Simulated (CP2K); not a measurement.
Runs of CP2K 2026.2 on HfO2. Symmetry: P4_2/nmc, No. 137, tetragonal system. Conventional cell: a = 3.558 Å, b = 3.558 Å, c = 5.172 Å, α = 90.00°, β = 90.00°, γ = 90.00°. Hf (site symmetry -4m2) is surrounded by 4 O at 2.05 Å. O (site symmetry 2mm) has 2 Hf at 2.05 Å as nearest neighbours. Measurements of this composition are mostly on another form, of space group No. 14.

```csv
task,level,potentials or basis,smearing,EPS_DEFAULT,NGRIDS,points a segment of the path (NPOINTS),bands added on the path,MPI ranks,gap on the mesh (eV),pressure (GPa),largest force (eV/Å)
band structure,PBE,"POTENTIAL_UZH Hf GTH-SCAN-q12, O GTH-SCAN-q6; DZVP-MOLOPT-SR-GTH basis",fermi-dirac 0.05 eV,1.0E-9,5,6,6,4,4.48,-2.3,0.15
single point,PBEsol,"POTENTIAL_UZH Hf GTH-PBE-q12, O GTH-PBE-q6; TZVP-MOLOPT-PBE-GTH basis",fermi-dirac 0.05 eV,1.0E-10,4,-,-,4,(a),-2.5,0.07
band structure,PBE,"POTENTIAL_UZH Hf GTH-PBE-q12, O GTH-PBE-q6; DZVP-MOLOPT-PBE-GTH basis",fermi-dirac 0.05 eV,1.0E-9,5,6,6,4,4.86,3.9,0.01
band structure,r2SCAN,"POTENTIAL_UZH Hf GTH-SCAN-q12, O GTH-SCAN-q6; TZVP-MOLOPT-SCAN-GTH basis",fermi-dirac 0.05 eV,1.0E-10,5,6,2,4,(b),-4.7,0.27
band structure,vdW-DF-cx,"POTENTIAL_UZH Hf GTH-PBE-q12, O GTH-PBE-q6; DZVP-MOLOPT-PBE-GTH basis",fermi-dirac 0.05 eV,1.0E-9,5,6,6,4,4.83,-1.1,0.05
band structure,PBE,"GTH_POTENTIALS Hf GTH-PBE-q12, O GTH-PBE-q6; DZVP-MOLOPT-SR-GTH basis",fermi-dirac 0.05 eV,1.0E-9,5,6,6,4,4.78,2.3,0.06
band structure,PBE,"GTH_POTENTIALS Hf GTH-PADE-q12, O GTH-PADE-q6; DZVP-MOLOPT-SR-GTH basis",fermi-dirac 0.05 eV,1.0E-9,5,6,6,4,4.67,-4.6,0.03
band structure,BLYP,"POTENTIAL_UZH Hf GTH-PBE-q12, O GTH-PBE-q6; DZVP-MOLOPT-PBE-GTH basis",fermi-dirac 0.05 eV,1.0E-9,5,6,6,4,4.87,10.5,1.69
band structure,rev-vdW-DF2,"POTENTIAL_UZH Hf GTH-PBE-q12, O GTH-PBE-q6; DZVP-MOLOPT-PBE-GTH basis",fermi-dirac 0.05 eV,1.0E-9,5,6,6,4,4.84,1.4,0.05
band structure,LDA,"POTENTIAL_UZH Hf GTH-PBE-q12, O GTH-PBE-q6; DZVP-MOLOPT-PBE-GTH basis",fermi-dirac 0.05 eV,1.0E-9,5,6,6,4,4.69,-6.3,0.01
band structure,TB-mBJ,"POTENTIAL_UZH Hf GTH-PBE-q12, O GTH-PBE-q6; TZVP-MOLOPT-PBE-GTH basis",fermi-dirac 0.1 eV,1.0E-9,5,6,2,4,5.06,-,-
```

Alike in all rows: no spin polarisation; cell as given; k mesh 8 × 8 × 5.

**Question.** Estimate the missing entries.

**Answer.** (a) 4.76; (b) 5.20.

Caveats: spin-orbit coupling is left out, which moves the levels of the heavy elements; the basis of atomic orbitals isn't converged, which shifts pressures, moduli and gaps; the potentials were made for another functional, which shifts forces and pressure (some runs); an odd mesh through Γ misses points on the zone boundary, where band edges often lie (some runs); this is a model potential without an energy functional, so only levels have meaning (some runs).

A k mesh can miss the band edges, and the runs leave out spin-orbit coupling on Hf.

Not every run made on this cell is shown here.
